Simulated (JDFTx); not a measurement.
## Zr in JDFTx: convergence with k mesh

Input of the first run (k mesh 1 × 1 × 1); the others differ in this setting and in those tied to it:

Zr.in

```
include Zr.lattice
coords-type Lattice
include Zr.ionpos

ion-species pseudo/Zr.upf
elec-cutoff 33 264
elec-ex-corr gga-PBEsol
kpoint-folding 1 1 1
elec-smearing Fermi 0.0036749322
elec-n-bands 18
electronic-SCF nIterations 100 energyDiffThreshold 1e-09
electronic-minimize nIterations 30 energyDiffThreshold 1e-7
converge-empty-states yes
forces-output-coords Cartesian

dump-name run.$VAR
dump End Ecomponents EigStats BandEigs Kpoints Forces Stress
```

The input Zr.lattice:

```
lattice \
    6.1075948348    -3.0537974174     0.0000000000 \
    0.0000000000     5.2893322829     0.0000000000 \
    0.0000000000     0.0000000000     9.7264203634
```

File Zr.ionpos:

```
ion Zr     0.6666666667     0.3333333333     0.7500000000 1
ion Zr     0.3333333333     0.6666666667     0.2500000000 1
```

Potentials or basis: PseudoDojo-SR-PBEsol-0.4-stringent with smoothed tails.

Run with:

```console
$ jdftx -c 1 -i Zr.in -o Zr.out
```

Hardware: 1 thread of Arm Neoverse V2, with other jobs on the host.

| k mesh | energy less the tightest run, at zero smearing (meV/atom) | pressure (GPa) | SCF cycles | CPU time (s) | peak memory (GiB) |
| --- | --- | --- | --- | --- | --- |
| 1 × 1 × 1 | 1299.63 | 39.11 | 24 | 7.5 | 0.09 |
| 3 × 3 × 2 | -49.63 | -4.21 | 16 | 14 | 0.09 |
| 4 × 4 × 2 | 29.86 | -2.86 | 16 | 17 | 0.09 |
| 6 × 6 × 3 | 28.01 | -2.77 | 15 | 26 | 0.1 |
| 7 × 7 × 4 | 1.44 | -3.12 | 15 | 43 | 0.11 |
| 9 × 9 × 5 | -2.84 | -3.21 | 15 | 62 | 0.14 |
| 11 × 11 × 6 | 0.00 | -3.18 | 16 | 110 | 0.21 |

Against the tightest run, the pressure stays within 0.1 GPa from 7 × 7 × 4 on. Not settled before the last step: the energy (to 1 meV/atom). Meshes of other sizes hit other points, so gaps and Fermi surfaces needn't settle smoothly. The tightest run that finished is the yardstick and may itself not be fully converged.
